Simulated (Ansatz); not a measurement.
# Os, A15: how the functional moves the structure

All rows: Ansatz, plane waves with scalar-relativistic PAW, 420 eV (500 eV for the SCAN forms), relaxed under each functional, no dispersion correction, no zero-point motion. B₀ comes from uniform scaling at fixed shape; a dash is a value not given.

```csv
functional,V (Å³/atom),cell,magnetic state,ΔE to hcp (meV/atom)
PBE,14.81,a = 4.911 Å,spin not included,619
r²SCAN,14.52,a = 4.879 Å,spin not included,651
PBEsol,14.39,a = 4.865 Å,spin not included,652
LDA,14.18,a = 4.841 Å,spin not included,662
RPBE,14.97,a = 4.929 Å,spin not included,607
BLYP,15.48,a = 4.985 Å,spin not included,561
```

What does revPBE give?

V (Å³/atom): 14.93; cell: a = 4.924 Å; magnetic state: spin not included; ΔE to hcp (meV/atom): 610.
